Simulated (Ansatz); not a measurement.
CuO:

```xyz
4
Lattice="2.8795 0.0000 0.0000 0.0391 2.8793 0.0000 0.0175 0.0172 5.1763" Properties=species:S:1:pos:R:3 pbc="T T T"
Cu    0.0195    1.4396    0.0000
Cu    1.4485    0.0086    2.5882
O     2.8881    0.0177    3.8817
O     0.0479    2.8788    1.2947
```

The cell comes from a database or a generator and needn't be the stable form of this composition.

Base run:

- Program: Ansatz 0.2.0
- Functional: PBEsol
- Potentials or basis: all-electron LAPW, scalar-relativistic
- Cutoff: 447 eV
- Density cutoff: 1787 eV
- Basis error allowed: 0.001 eV/atom
- k mesh: 9 × 9 × 5
- Occupations: fermi-dirac, width 0.05 eV
- Spin: no spin polarisation

Its results: pressure -2.0 GPa; largest force 0.013 eV/Å.

**Question.** After a change of settings the same cell gave: pressure 0.3 GPa; largest force 0.011 eV/Å. Which change was it?
A. basis error allowed from 0.001 eV/atom to 0.002 eV/atom
B. potentials or basis from all-electron LAPW, scalar-relativistic to all-electron PAW datasets made for the crystal
C. potentials or basis from all-electron LAPW, scalar-relativistic to all-electron LAPW, non-relativistic; basis error allowed from 0.001 eV/atom to 0.002 eV/atom
D. functional from PBEsol to LDA; basis error allowed from 0.001 eV/atom to 0.002 eV/atom

**Answer.** C.

Caveats: the run has no spin polarisation, though such a crystal can be magnetic.

Not every run made on this cell is shown here.
